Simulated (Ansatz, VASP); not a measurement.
**Two plane-wave programs on Au**

INCAR

```
SYSTEM = Au
ALGO = Normal ; EDIFF = 1E-7
ENCUT = 520 ; GGA = PE
ISIF = 2 ; ISMEAR = -1
LASPH = .True. ; LCHARG = .False.
LREAL = .False. ; LWAVE = .False.
NBANDS = 12 ; NELM = 100
PREC = Accurate ; SIGMA = 0.15
```

Contents of KPOINTS:

```
k-points
0
Gamma
  20 20 20
  0 0 0
```

File POSCAR:

```
Au
1.0
    0.0000000000      2.0929236077      2.0929236077
    2.0929236077      0.0000000000      2.0929236077
    2.0929236077      2.0929236077      0.0000000000
Au
1
Direct
    0.0000000000      0.0000000000      0.0000000000
```

Input for Ansatz:

```yaml
crystal:
  lattice:
    - [0.0, 2.0929236077, 2.0929236077]
    - [2.0929236077, 0.0, 2.0929236077]
    - [2.0929236077, 2.0929236077, 0.0]
  atoms:
    - { symbol: Au, position: [0.0, 0.0, 0.0] }
basis:
  ecutwfc: 420
kpoints:
  mp_grid: { grid: [20, 20, 20] }
hamiltonian:
  xc: pbe
scf:
  occupations: { method: fermi_dirac, width: 0.15 }
output:
  forces: true
  stress: true
  eigenvalues: true
```

Alike in both runs: task single point; functional PBE; k mesh 20 × 20 × 20; occupations fermi-dirac, width 0.15 eV; no spin polarisation.

|  | VASP | Ansatz |
| --- | --- | --- |
| version | VASP 6.6.1 | Ansatz 0.2.0 |
| potentials or method | VASP PAW PBE potentials, release 64 (Au) | scalar-relativistic, plane waves, PAW |
| plane-wave cutoff (eV) | 520 | 420 |
| valence electrons in the cell | 11 | 19 |

|  | VASP | Ansatz | Ansatz less VASP |
| --- | --- | --- | --- |
| gap on the k mesh at the Fermi level (eV) | none | none | - |
| pressure (GPa) | -2.8 | -2.6 | +0.21 |

A gap of «none» marks a metal or a gap that the smearing closes. With one functional, cell and mesh, what is left measures potentials, basis and numerics. The two sets of potentials don't hold the same shells in valence.

The runs have no spin-orbit coupling, so splittings on Au are missing.
